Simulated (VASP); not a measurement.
Write the native input for VASP 6.6.1 that does the following.

```
Task                   : single point
Functional             : PBEsol
Potentials or basis    : VASP PAW PBE potentials, release 64 (K_sv, F)
Cutoff                 : 520 eV
k mesh                 : 6 × 6 × 6
Occupations            : fermi-dirac, width 0.01 eV
Spin                   : no spin polarisation
Dipole correction      : no
Further INCAR settings : ALGO = Normal; EDIFF = 1e-06; NBANDS = 15
```

The structure of KF (Carobbiite) lies in POSCAR:

```
KF
1.0
    0.0000000000      2.6543104756      2.6543104756
    2.6543104756      0.0000000000      2.6543104756
    2.6543104756      2.6543104756      0.0000000000
K F
1 1
Direct
    0.0000000000      0.0000000000      0.0000000000
    0.5000000000      0.5000000000      0.5000000000
```

One way to write it, as run:

INCAR

```
SYSTEM = KF
PREC = Accurate ; ENCUT = 520
EDIFF = 1E-6 ; ISMEAR = -1
SIGMA = 0.01 ; LREAL = .FALSE.
LASPH = .TRUE. ; NELM = 100
ALGO = Normal ; ISIF = 2
LWAVE = .FALSE. ; LCHARG = .TRUE.
GGA = PS ; LELF = .TRUE.
LVHAR = .TRUE. ; NBANDS = 15
```

KPOINTS

```
regular mesh
0
G
  6 6 6
  0 0 0
```

Potentials or basis: VASP PAW PBE potentials, release 64 (K_sv, F).

Launch:

```bash
$ cat potpaw_PBE.64/K_sv/POTCAR potpaw_PBE.64/F/POTCAR > POTCAR
$ mpirun -np 1 vasp_std > vasp.out
```

It gave:

```
Pressure               : 0.0 GPa
Band gap on the k mesh : 6.13 eV, direct
```

Caveat: the PAW data sets were made with another functional, which shifts forces and pressure a little.

Run time: 5.4 s on 1 thread of Intel(R) Xeon(R) 6975P-C (Granite Rapids) (shared host), peak memory 0.15 GiB.
